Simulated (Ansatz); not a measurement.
**TiAl$_{3}$: strain energy, fitted**

TiAl$_{3}$, I4/mmm, a = 3.816 Å, c = 8.554 Å. Ansatz: PBEsol, PAW, 420 eV, Γ-centred 10×10×4 mesh on 8 atoms, Gaussian smearing 0.10 eV; no spin polarisation. Series: strain along c alone, the other axes held, atoms fixed by symmetry; x is the strain in per cent. y is the free energy over the unstrained cell, V0 = 15.567 Å³/atom.

```tsv
x (%)	y (meV/atom)
-3.0	?
-2.0	4.80
-1.0	1.21
0.0	0.00
1.0	1.06
2.0	4.27
3.0	9.50
```

Task: Fit y = c2 x² + c3 x³ to the other rows, turn c2 into a modulus, and predict the missing energy.

Result: Least squares on the rows shown. y = 1.140 x² − 0.02898 x³. In eV per unit strain² c2 is 11.40; this is C33 with relaxed ions (E = ½ C33 V0 ε²): 2 × 11.40 × 160.2 / (15.567) = 235 GPa. The unstrained cell keeps some stress along the strain, worth a slope of -0.06 meV/atom per %, which the form leaves out. At x = -3.0 the fit asked for gives 11.04 meV/atom. The run gave 10.83 meV/atom, so the fit is 0.21 meV/atom too high, 1.9 % of the span of the series, against an rms of 0.04 meV/atom on the fitted rows. The row lies outside the fitted range. With a term in x⁴ added, a fit to the same known rows predicts 11.30 meV/atom, further off still.